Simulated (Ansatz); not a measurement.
A 4-atom cell of CdS started from a crystallographic database, relaxed with r2SCAN: 4 runs in the plane-wave code Ansatz, each a calculation of independent-particle optics. It is hexagonal, P6_3mc (No. 186); conventional cell a = 4.165 Å, c = 6.766 Å, 25.41 Å³ an atom. Cd is surrounded by 4 S at 2.54–2.55 Å; S is surrounded by 4 Cd at 2.54–2.55 Å. The values are computed, spin-unpolarised, and not measurements.

```xyz
4
Lattice="4.1646 0.0000 0.0000 -2.0823 3.6067 0.0000 0.0000 0.0000 6.7660" Properties=species:S:1:pos:R:3 pbc="T T T"
Cd    0.0000    2.4044   -0.0065
Cd    2.0823    1.2022    3.3765
S     0.0000    2.4044    2.5438
S     2.0823    1.2022    5.9268
```

On meshes this coarse, single peaks can be features of the mesh. No local fields, no excitons; the zone sum runs over the cells of the mesh, and ε∞ includes the bands left out of the spectrum. Up to four peaks are listed, those above 15 % of the tallest and inside the complete range; the four can differ from row to row. Rows marked drawn have settings drawn at random (some not listed).

| functional | k mesh | broadening (eV) | scissors (eV) | range (eV) | settings | direct gap on the mesh before scissors (eV) | ε∞ xx | ε∞ yy | ε∞ zz | complete up to (eV) | tallest peaks of mean ε₂ (eV) |
| --- | --- | --- | --- | --- | --- | --- | --- | --- | --- | --- | --- |
| PBE | 6×6×4 | 0.1 | 0.00 | 0–12 | chosen | 1.17 | 6.40 | 6.40 | 6.45 | 12.0 | 4.35 4.85 6.65 7.75 |
| r2SCAN | 6×6×4 | 0.1 | 0.00 | 0–12 | chosen | 1.63 | 5.59 | 5.59 | 5.63 | 12.0 | 4.80 5.25 7.10 8.15 |
| PBE | 6×6×4 | 0.1 | 1.02 (to HSE06) | 0–12 | chosen | 1.17 | 5.46 | 5.46 | 5.50 | 12.0 | 5.35 5.85 7.65 8.75 |
| r2SCAN | 6×6×2 | 0.15 | 0.00 | 0–20 | drawn | 1.63 | 5.60 | 5.60 | 5.64 | 20.0 | 5.20 7.10 8.10 11.60 |

Spin-orbit coupling is left out.
